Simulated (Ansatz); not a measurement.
# CuI: the band gap up the ladder of functionals

One table from this session's results is given with a row withheld; the runs are named, their logs left out.

Program: Ansatz 0.2.0. PAW datasets, plane waves. (Simulation; spin polarisation is off.)

### The structure to begin with

The cell was relaxed beforehand with r2SCAN+rVV10.

It is trigonal, P-3m1 (No. 164); conventional cell a = 4.095 Å, c = 7.210 Å, 26.17 Å³ an atom. Cu has 4 I at 2.57–2.67 Å and 3 Cu at 2.72 Å; I has 4 Cu at 2.57–2.67 Å.

Coordinates:

```cif
data_structure
_symmetry_space_group_name_H-M 'P-3m1'
_symmetry_Int_Tables_number 164
_cell_length_a 4.0948
_cell_length_b 4.0948
_cell_length_c 7.2100
_cell_angle_alpha 90.000
_cell_angle_beta 90.000
_cell_angle_gamma 120.000
_cell_volume 104.69
loop_
_atom_site_label
_atom_site_type_symbol
_atom_site_symmetry_multiplicity
_atom_site_Wyckoff_symbol
_atom_site_fract_x
_atom_site_fract_y
_atom_site_fract_z
_atom_site_occupancy
Cu1 Cu 2 d 0.66667 0.33333 0.59264 1
I1 I 2 d 0.33333 0.66667 0.76450 1
```

The first run:

The input, input.yaml:

```yaml
crystal:
  lattice:
    - [4.0947523838, 0.0, 0.0]
    - [-2.0473761919, 3.5461595865, 0.0]
    - [0.0, 0.0, 7.2100232751]
  atoms:
    - { symbol: Cu, position: [0.6666666667, 0.3333333333, 0.5926419778] }
    - { symbol: Cu, position: [0.3333333333, 0.6666666667, 0.4073580222] }
    - { symbol: I, position: [0.3333333333, 0.6666666667, 0.7644976531] }
    - { symbol: I, position: [0.6666666667, 0.3333333333, 0.2355023469] }
kpoints:
  mp_grid: { grid: [12, 12, 4] }
  band_path:
    path:
      - [[0.0, 0.0, 0.0], [0.5, 9.646686892656e-18, -2.764492389194e-18], [0.3333333333333, 0.3333333333333, -2.336823928253e-18], [0.0, 0.0, 0.0], [-4.179459762351e-36, 4.580710944569e-39, 0.5], [0.5, 9.750627559765e-18, 0.5], [0.3333333333333, 0.3333333333333, 0.5], [-4.179459762351e-36, 4.580710944569e-39, 0.5]]
      - [[0.5, 9.750627559765e-18, 0.5], [0.5, 9.646686892656e-18, -2.764492389194e-18]]
      - [[0.3333333333333, 0.3333333333333, 0.5], [0.3333333333333, 0.3333333333333, -2.336823928253e-18]]
    npoints: 10
hamiltonian:
  xc: pbe
scf:
  occupations: { method: fermi_dirac, width: 0.02 }
  n_extra_bands: 5
output:
  forces: true
  stress: true
  eigenvalues: true
  write_density: true
  write_potential: true
  elf: true
  volumetric_format: npy
```

Started as:

```
ansatz run input.yaml --threads 2 --pin off --max-ram 20275MiB --backend cpu --events-out ev --progress --plain --runs-dir out
```

Among the steps run: Band structure with PBE; r2SCAN at the same geometry; HSE06; Single point with PBE+SOC; Single point with PBE0; LDA; DDH-PBE0; Single point with HSE06+SOC; r2SCAN0 at the same geometry; Single point with r2SCANh.

One table of the session follows, with a row left open; its other results are not shown here.

| level | gap (eV) |
| --- | --- |
| PBE | 1.66 |
| r2SCAN | ? |
| HSE06 | 2.94 |
| PBE+SOC | 1.42 |
| PBE0 | 3.62 |
| LDA | 1.47 |
| DDH-PBE0 | 2.99 |
| HSE06+SOC | 2.63 |
| r2SCAN0 | 3.95 |
| r2SCANh | 2.87 |

Q: Estimate the row for r2SCAN from the others.

Worked estimate for «gap (eV)». Against the share of exact exchange, r2SCAN0 (0.25, 3.95), r2SCANh (0.1, 2.87) give a slope of 7.20 per unit share; at 0 the line stands at 2.15.

**Answer.** gap (eV): 2.14. In «gap (eV)» the line misses by +0.01.

Meshes: PBE 12×12×4, r2SCAN 12×12×4, HSE06 6×6×4, PBE+SOC 12×12×4, PBE0 6×6×4, LDA 12×12×4, DDH-PBE0 6×6×4, HSE06+SOC 6×6×2, r2SCAN0 6×6×4, r2SCANh 6×6×4

Against HSE06, PBE is short by 1.28 eV, at 56 % of it, and r2SCAN 73 %. PBE0 lies 0.67 eV above HSE06, which differs from it by screening the long-range exchange.

To keep in mind: Warnings in the runs' records: stress scf threshold loose, stress exchange threshold loose.
